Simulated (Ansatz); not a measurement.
# BaTiO3: the cost of one run

Program: Ansatz 0.2.0. Level of theory: DFT PBE+U, scalar-relativistic, plane waves, PAW. These are calculated values, not measurements.

1 further run of the same task is left out (set aside as unsound or not needed).

## (1) The starting structure

The structure is orthorhombic, space group Amm2 (No. 38). The conventional cell has a = 4.008 Å, b = 5.747 Å, c = 5.772 Å, α = 90.00°, β = 90.00°, γ = 90.00°. Ba (site symmetry mm2) has 12 O at 2.79 to 2.98 Å as nearest neighbours. Ti (site symmetry mm2) is surrounded by 6 O at 1.89 to 2.19 Å. O (site symmetry mm2) is surrounded by 2 Ti at 2.01 Å and 4 Ba at 2.79 to 2.98 Å. O (site symmetry m) is surrounded by 2 Ti at 1.89 to 2.19 Å.

Structure file:

```cif
data_structure
_symmetry_space_group_name_H-M 'Amm2'
_symmetry_Int_Tables_number 38
_cell_length_a 4.0082
_cell_length_b 5.7466
_cell_length_c 5.7718
_cell_angle_alpha 90.000
_cell_angle_beta 90.000
_cell_angle_gamma 90.000
_cell_volume 132.95
loop_
_atom_site_label
_atom_site_type_symbol
_atom_site_symmetry_multiplicity
_atom_site_Wyckoff_symbol
_atom_site_fract_x
_atom_site_fract_y
_atom_site_fract_z
_atom_site_occupancy
Ba1 Ba 2 a 0.00000 0.50000 0.50808 1
Ti1 Ti 2 b 0.50000 0.50000 0.01971 1
O1 O 2 a 0.00000 0.50000 0.99163 1
O2 O 4 e 0.50000 0.25540 0.23840 1
```

It is the result of an earlier relaxation at this level (volume 13.29 Å³/atom; gap on the mesh: 2.52 eV).

## (2) The reference cell

Reference values: F = -10156.1309 eV; pressure 0.01 GPa; largest force 0.007 eV/Å; gap on the mesh 2.52 eV. It was computed beforehand with the settings of the runs below.

## (3) Next: moving one atom along a line

Atom 3 (O) is moved by x along the Cartesian unit vector (-0.997, 0.000, 0.081); the cell and all other atoms stay fixed. Forces below are components along that vector, summed over the moved atoms. In a periodic cell its images move with it.

## (4) Point x = -0.100 Å

The input, input.yaml:

```yaml
crystal:
  lattice:
    - [4.0082194557, 0.0, 0.0]
    - [0.0, 2.8732814668, 2.8859183815]
    - [0.0, -2.8732814668, 2.8859183815]
  atoms:
    - { symbol: Ba, position: [0.0, 0.0080771855, 0.0080771855] }
    - { symbol: Ti, position: [0.5, 0.5197092867, 0.5197092867] }
    - { symbol: O, position: [0.024867535, 0.4902301519, 0.4902301519] }
    - { symbol: O, position: [0.5, 0.4938075389, 0.9829991543] }
    - { symbol: O, position: [0.5, 0.9829991543, 0.4938075389] }
basis:
  ecutwfc: 420
kpoints:
  mp_grid: { grid: [6, 6, 6] }
hamiltonian:
  xc: pbe
  hubbard: { sites: [{ species: Ti, l: d, u_eff: 4.0 }] }
scf:
  occupations: { method: gaussian, width: 0.05 }
output:
  forces: true
  stress: true
  eigenvalues: true
```

Started as:

```sh
$ ansatz run input.yaml --threads 1 --pin off --max-ram 2560MiB --backend cpu --events-out ev --progress --plain --runs-dir out
```

**Question.** How long does this run take on 1 thread of Intel Xeon Platinum 8259CL at 2.50GHz (Skylake/Cascade Lake), shared host, and how much memory does it need?

About 22 s, with a peak of 0.49 GiB.
